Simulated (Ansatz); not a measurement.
ZnS (Wurtzite-2H):

```xyz
4
Lattice="3.8110 0.0000 0.0000 -1.9055 3.3004 0.0000 0.0000 0.0000 6.2340" Properties=species:S:1:pos:R:3 pbc="T T T"
Zn    1.9055    1.1001    3.1170
Zn    0.0000    2.2003    0.0000
S     1.9055    1.1001    5.5171
S     0.0000    2.2003    2.4001
```

Base run:

| Property | Result |
| --- | --- |
| Program | Ansatz 0.2.0 |
| Functional | PBE |
| Potentials or basis | Ansatz PAW |
| Cutoff | 500 eV |
| Density cutoff | 2000 eV |
| k mesh | 8 × 8 × 5 |
| Occupations | fermi-dirac, width 0.05 eV |
| Spin | no spin polarisation |

Its results: band gap on the k mesh 2.25 eV, direct; pressure 2.3 GPa; largest force 0.320 eV/Å.

Task: After a change of settings the same cell gave: band gap on the k mesh 2.15 eV, direct; pressure 5.0 GPa; largest force 0.332 eV/Å. Which change was it?
A. potentials or basis from Ansatz PAW to PseudoDojo standard (PBE files); cutoff from 500 eV to 1143 eV; density cutoff from 2000 eV to 4572 eV; valence electrons from 36 to 52
B. functional from PBE to rPW86-PBE; cutoff from 500 eV to 420 eV (not typed: the program's choice for these potentials)
C. functional from PBE to r2SCAN; cutoff from 500 eV to 500 eV (not typed: the program's choice for these potentials)

Result: B.

Caveats: odd divisions of the mesh miss points on the zone boundary, where band edges often lie, so the gap on the mesh can be too wide (some runs); the PAW data sets come from PBE, with cores solved anew for the run's functional, which leaves a small shift of forces and pressure (some runs).
